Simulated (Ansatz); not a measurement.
Tc, DFT, PBE, all-electron LAPW, scalar-relativistic (Ansatz 0.2.0), run on 1 thread of Arm Neoverse V2 on a shared host.

The cell is COD entry 1541062, as deposited and not checked against the literature; nothing was relaxed.

Command: `ansatz run input.yaml --threads 1 --pin off --max-ram 2048MiB --backend cpu --events-out ev --progress --plain --runs-dir out`

```yaml
crystal:
  lattice:
    - [2.7400001704, 0.0, 0.0]
    - [-1.3700000852, 2.372909754, 0.0]
    - [0.0, 0.0, 4.398]
  atoms:
    - { symbol: Tc, position: [0.3333333333, 0.6666666667, 0.25] }
    - { symbol: Tc, position: [0.6666666667, 0.3333333333, 0.75] }
kpoints:
  mp_grid: { grid: [17, 17, 9] }
  band_path:
    path:
      - [0.0, 0.0, 0.0]
      - [0.5, 0.0, 0.0]
      - [0.3333333333, 0.3333333333, 0.0]
      - [0.0, 0.0, 0.0]
      - [0.0, 0.0, 0.5]
      - [0.5, 0.0, 0.5]
      - [0.3333333333, 0.3333333333, 0.5]
      - [0.0, 0.0, 0.5]
      - [0.5, 0.0, 0.5]
    npoints: 14
scf:
  occupations: { method: fermi_dirac, width: 0.08 }
hamiltonian:
  xc: pbe
  pseudopotentials: { kind: all_electron, lapw: { basis_error: 0.001 } }
output:
  forces: true
  stress: true
  eigenvalues: true
  populations: true
  dos: { projected: true, de: 0.2, e_range: [-14, 8] }
```

(1) How large is the problem that the program sets up?

(2) About how long does it take, and how much memory does it use?

(3) And the same cell and mesh by all-electron PAW (datasets made for this crystal), asked for forces, stress, eigenvalues, efg and the same band path, on the same hardware?

Results:

(1) 165 irreducible k-points, 287 plane waves at Γ, 38 bands.

(2) 47 s of wall time for 7 SCF iterations, with a peak of 0.6 GiB. Times on shared machines scatter by tens of per cent.

(3) 17 s, peak memory 0.57 GiB.
